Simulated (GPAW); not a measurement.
Runs of GPAW 26.7.0 on Fe. Symmetry: Im-3m, No. 229, cubic system. The conventional cell has a = 2.886 Å, b = 2.886 Å, c = 2.886 Å, α = 90.00°, β = 90.00°, γ = 90.00°. Fe (site symmetry m-3m) has 8 Fe at 2.50 Å as nearest neighbours. 

```tsv
task	level	potentials or basis	cell	smearing	band path	band points	optimizer	fmax	max steps	gap on the mesh (eV)	pressure (GPa)	moment (μB)	relaxed volume (Å³/atom)
single point	PBE	GPAW PAW data sets (gpaw-data 1.2.1), pw	as given	gaussian 0.026 eV	-	-	-	-	-	none	-7.9	2.25	-
band structure	PBEsol	PAW data sets generated in the run's folder for this functional, pw	as given	fermi-dirac 0.05 eV	GHNGPH,PN	60	-	-	-	-	-16.0	2.26	-
relaxation of cell and atoms	revPBE	the program's PAW data sets (release 1.2.1) made for this functional, pw	relaxed	fermi-dirac 0.05 eV	-	-	BFGS	0.01 eV/Å	60	none	0.0	2.20	11.73
single point	PBE	GPAW PAW data sets (gpaw-data 1.2.1), pw	as given	gaussian 0.024 eV	-	-	-	-	-	none	-7.9	2.25	-
band structure	BLYP	PAW data sets generated in the run's folder for this functional, pw	as given	fermi-dirac 0.05 eV	GHNGPH,PN	60	-	-	-	-	-3.1	(c)	-
single point	PBE	GPAW PAW data sets (gpaw-data 1.2.1), pw	as given	gaussian 0.019 eV	-	-	-	-	-	none	(b)	2.25	-
relaxation of cell and atoms	revPBE+D3(BJ)	the program's PAW data sets (release 1.2.1) made for this functional, pw	relaxed	fermi-dirac 0.05 eV	-	-	BFGS	0.05 eV/Å	40	none	-0.2	2.11	11.13
relaxation of cell and atoms	PBEsol	PAW data sets generated in the run's folder for this functional, pw	relaxed	fermi-dirac 0.05 eV	-	-	BFGS	0.01 eV/Å	40	none	0.0	2.07	(a)
```

Alike in all rows: spin collinear, ferromagnetic start; k mesh 13 × 13 × 13; cutoff (eV) 600.

Q: Estimate the missing entries.

A: (a) 10.94; (b) -8.0; (c) 2.18.

Caveats: each step starts from the last one's moments, so a moment once lost doesn't come back (some runs); later steps reuse the first step's grids (some runs); so large a pressure means that the cell lies far from this level's equilibrium, or that cutoff or potentials fall short (some runs); pairwise dispersion overbinds metals, which lowers pressure and volume (some runs).

A k mesh can miss the band edges.

A gap of «none» marks a metal or a gap under the smearing width.

Not every run made on this cell is shown here.
